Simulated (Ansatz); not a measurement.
# GaS: the cost of one run

Computed with Ansatz 0.2.0 (DFT PBE+D3(BJ), scalar-relativistic, plane waves, PAW, unless a step's input says otherwise).

1 further run of the same task is left out (set aside as unsound or not needed).

## (1) The starting structure

The structure is hexagonal, space group P6_3/mmc (No. 194). Conventional cell: a = 3.590 Å, b = 3.590 Å, c = 15.450 Å, α = 90.00°, β = 90.00°, γ = 120.00°. Around Ga (site symmetry 3m) lie 3 S at 2.34 Å and 1 Ga at 2.45 Å. Around S (site symmetry 3m) lie 3 Ga at 2.34 Å.

Coordinates:

```cif
data_structure
_symmetry_space_group_name_H-M 'P 1'
_symmetry_Int_Tables_number 1
_cell_length_a 3.5901
_cell_length_b 3.5901
_cell_length_c 15.4503
_cell_angle_alpha 90.000
_cell_angle_beta 90.000
_cell_angle_gamma 120.000
_cell_volume 172.45
loop_
_atom_site_label
_atom_site_type_symbol
_atom_site_fract_x
_atom_site_fract_y
_atom_site_fract_z
_atom_site_occupancy
Ga1 Ga 0.33333 0.66667 0.17078 1
Ga2 Ga 0.66667 0.33333 0.67078 1
Ga3 Ga 0.33333 0.66667 0.32922 1
Ga4 Ga 0.66667 0.33333 0.82922 1
S1 S 0.33333 0.66667 0.60034 1
S2 S 0.66667 0.33333 0.10034 1
S3 S 0.33333 0.66667 0.89966 1
S4 S 0.66667 0.33333 0.39966 1
```

This cell was relaxed beforehand with the same method: volume 21.56 Å³/atom, gap on the mesh 1.57 eV.

## (2) Tight relaxation for the response runs

Response functions are second derivatives at a minimum, so forces and stress are first brought close to zero on the mesh and occupations that the response runs use.

The input, input.yaml:

```yaml
crystal:
  lattice:
    - [3.5900774653, 0.0, 0.0]
    - [-1.7950387327, 3.1090982865, 0.0]
    - [0.0, 0.0, 15.4502754885]
  atoms:
    - { symbol: Ga, position: [0.3333333333, 0.6666666667, 0.1707810933] }
    - { symbol: Ga, position: [0.6666666667, 0.3333333333, 0.6707810933] }
    - { symbol: Ga, position: [0.3333333333, 0.6666666667, 0.3292189067] }
    - { symbol: Ga, position: [0.6666666667, 0.3333333333, 0.8292189067] }
    - { symbol: S, position: [0.3333333333, 0.6666666667, 0.6003449033] }
    - { symbol: S, position: [0.6666666667, 0.3333333333, 0.1003449033] }
    - { symbol: S, position: [0.3333333333, 0.6666666667, 0.8996550967] }
    - { symbol: S, position: [0.6666666667, 0.3333333333, 0.3996550967] }
basis:
  ecutwfc: 420
kpoints:
  mp_grid: { grid: [9, 9, 2] }
hamiltonian:
  xc: pbe
  dispersion: d3bj
scf:
  occupations: { method: fixed }
output:
  forces: true
  stress: true
  eigenvalues: true
relax:
  adjacent_minimum: "off"
  f_tol: 0.001
  max_steps: 60
  cell: { stress_tol: 0.01 }
```

Run with:

```console
ansatz run input.yaml --threads 4 --pin off --max-ram 10240MiB --backend cpu --events-out ev --progress --plain --runs-dir out
```

Q: Estimate wall time and peak memory on 4 threads of AMD EPYC (Zen 3), shared host.

About 20 s, with a peak of 0.63 GiB.
